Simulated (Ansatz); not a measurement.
Space group I4_1md (No. 109). a = 3.347 Å, b = 3.347 Å, c = 11.428 Å, α = 90.00°, β = 90.00°, γ = 90.00°
```
atom site symmetry x y z
  Nb    4a      2mm.  0.5000  0.5000  0.0000
   P    4a      2mm.  0.0000  0.0000  0.0826
```

Equation of state of this NbP structure (not necessarily the ground state), with shape and atoms relaxed at each volume where symmetry leaves them free. It has no gap at any of these volumes. Theory: DFT PBE, scalar-relativistic, plane waves, PAW in Ansatz 0.2.0.

Cutoff 420 eV; k points 18×18×18 on the computed 4-atom cell (Γ-centred); Gaussian smearing, width 0.10 eV; no spin polarisation.

| V (Å³/atom) | E − E(largest V) (meV/atom) | P (GPa) |
| --- | --- | --- |
| 15.043 | 6.88 | 13.10 |
| 15.523 | -21.51 | 6.04 |
| 16.003 | -30.31 | -0.01 |
| 16.483 | -22.33 | -5.18 |
| 16.963 | 0.00 | -9.60 |

Question: Fit a third-order Birch–Murnaghan equation to E(V).

Answer: V0 = 16.00 Å³/atom, B0 = 186 GPa, B0' = 4.2.